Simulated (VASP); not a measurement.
Input of a VASP 6.6.1 run:

File INCAR:

```
SYSTEM = Ag
PREC = Accurate
ENCUT = 600
EDIFF = 1E-6
ISMEAR = -1
SIGMA = 0.05
LREAL = .FALSE.
LASPH = .TRUE.
NELM = 100
ALGO = Fast
ISIF = 3
LWAVE = .FALSE.
LCHARG = .FALSE.
GGA = OR
LUSE_VDW = .TRUE.
AGGAC = 0.0
IBRION = 2
NSW = 40
EDIFFG = -0.01
```

File KPOINTS:

```
Automatic mesh
0
G
  11 11 11
  0 0 0
```

POSCAR

```
Ag
1.0
    0.0000000000      2.0427500000      2.0427500000
    2.0427500000      0.0000000000      2.0427500000
    2.0427500000      2.0427500000      0.0000000000
Ag
1
Direct
    0.0000000000      0.0000000000      0.0000000000
```

Potentials or basis: VASP PAW PBE potentials, release 64 (Ag).

Command:

```sh
$ cat potpaw_PBE.64/Ag/POTCAR > POTCAR
$ mpirun -np 1 vasp_std > vasp.out
```

(1) Estimate the relaxed cell.

(2) Estimate the space group after relaxing (to 0.05 Å).

## Answers

(1) a = 2.941 Å, b = 2.941 Å, c = 2.941 Å, α = 60.00°, β = 60.00°, γ = 60.00°.

(2) Fm-3m (No. 225).
